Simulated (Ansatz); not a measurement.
ZnS (Wurtzite-2H): band structure with m-r2SCAN

**Experimental background.**

From a printed reference work, monograph, for a bulk crystal of ZnS at 4 K: band gap 3.911 eV (direct).

Crystal: ZnS (Wurtzite-2H).

```xyz
4
Lattice="3.8110 0.0000 0.0000 -1.9055 3.3004 0.0000 0.0000 0.0000 6.2340" Properties=species:S:1:pos:R:3 pbc="T T T"
Zn    1.9055    1.1001    3.1170
Zn    0.0000    2.2003    0.0000
S     1.9055    1.1001    5.5171
S     0.0000    2.2003    2.4001
```

- Program: Ansatz 0.2.0
- Task: band structure
- Functional: m-r2SCAN
- Potentials or basis: Ansatz PAW
- Cutoff: 500 eV (not typed: the program's choice for these potentials)
- k mesh: 8 × 8 × 5
- Occupations: fermi-dirac, width 0.05 eV
- Spin: no spin polarisation
- Path: [["G", "M", "K", "G", "A", "L", "H", "A"], ["L", "M"], ["K", "H"]]
- Points for each segment of the path: 14

| Property | Result |
| --- | --- |
| Pressure | 0.1 GPa |
| Largest force | 0.317 eV/Å |
| Band gap on the k mesh | 2.82 eV, direct |
| Band gap along the path | 2.82 eV, direct |

Forces on the atoms (eV/Å):
```
Zn   0.000  0.000  0.317
Zn   0.000  0.000  0.317
S    0.000  0.000 -0.317
S    0.000  0.000 -0.317
```

Stress tensor (GPa, compression positive):
```
 0.75  0.00  0.00
 0.00  0.75  0.00
 0.00  0.00 -1.15
```

Levels at the corners of the path, in eV from the valence-band top:
```csv
point,band 16,band 17,band 18,band 19,band 20,band 21
Γ,-0.01,-0.01,0.00,2.82,3.50,6.76
M,-2.31,-1.59,-1.01,3.99,4.78,5.52
K,-2.27,-2.26,-2.26,4.75,6.47,6.47
Γ,-0.01,-0.01,0.00,2.82,3.50,6.76
A,-0.46,-0.46,-0.46,4.05,4.05,7.19
L,-1.70,-1.57,-1.57,4.03,4.03,5.57
H,-3.19,-1.29,-1.29,5.02,5.02,6.83
A,-0.46,-0.46,-0.46,4.05,4.05,7.19
L,-1.70,-1.57,-1.57,4.03,4.03,5.57
M,-2.31,-1.59,-1.01,3.99,4.78,5.52
K,-2.27,-2.26,-2.26,4.75,6.47,6.47
H,-3.19,-1.29,-1.29,5.02,5.02,6.83
```

Wall time 23 s on 2 threads of Arm Neoverse V1, on a shared host, peak memory 0.56 GiB.

Measured gap of ZnS: 3.911 eV (direct; 4 K; a printed reference work, monograph). This calculation gives 2.82 eV (-1.09 eV). The value is that of m-r2SCAN, without temperature or zero-point motion.

Caveat: the PAW data sets come from PBE, with cores solved anew for the run's functional, which leaves a small shift of forces and pressure.
